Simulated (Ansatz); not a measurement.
In₂O₃: pressure against volume

Reference cell: an entry of the Crystallography Open Database (COD) whose atoms were relaxed with PBE, the cell held.

```cif
data_In2O3
_symmetry_space_group_name_H-M 'R-3c:H'
_symmetry_Int_Tables_number 167
_cell_length_a 5.4870
_cell_length_b 5.4870
_cell_length_c 14.5100
_cell_angle_alpha 90.000
_cell_angle_beta 90.000
_cell_angle_gamma 120.000
loop_
_atom_site_label
_atom_site_type_symbol
_atom_site_symmetry_multiplicity
_atom_site_Wyckoff_symbol
_atom_site_fract_x
_atom_site_fract_y
_atom_site_fract_z
In In 12 c 0.0000 0.0000 0.8579
O O 18 e 0.9626 0.3333 0.0833
```

One atom of each set is listed; the run and its k-mesh use a cell of 10 atoms with edges of 5.78, 5.78, 5.78 Å.

All values are calculated (Ansatz; DFT, PBE, plane waves and PAW, scalar-relativistic, 420 eV cutoff, Γ-centred 7×7×7 k-points, Fermi–Dirac smearing 0.02 eV), not measured.

The cell is scaled uniformly, and the ions relax again at each size.

```
V/V₀  pressure (GPa)  gap on the k-mesh (eV)
0.94            21.8                    1.67
0.96            16.8                    1.55
0.98            12.4                    1.42
1.00             8.3                    1.29
1.02               ?                       ?
1.04             1.5                    1.03
1.06            -1.4                    0.90
```

(1) Estimate the row at V/V₀ = 1.02, the equilibrium volume and the bulk modulus.

## Answers

(1) pressure (GPa): 4.7; gap on the k-mesh (eV): 1.16. Worked: a parabola in ln(V/V₀) through the other 6 rows gives 4.7 GPa there. It crosses zero pressure at V/V₀ = 1.050, the equilibrium volume of this functional, where the bulk modulus is B = −dP/d ln V = 150 GPa. The shape of the cell is held, so in this non-cubic crystal both values are those of uniform scaling, and B is an upper bound to the hydrostatic one. The gap falls as the cell grows, by 0.064 eV per per cent of volume.

PBE gaps are too small, by a third to a half in many semiconductors; their changes with volume are better.
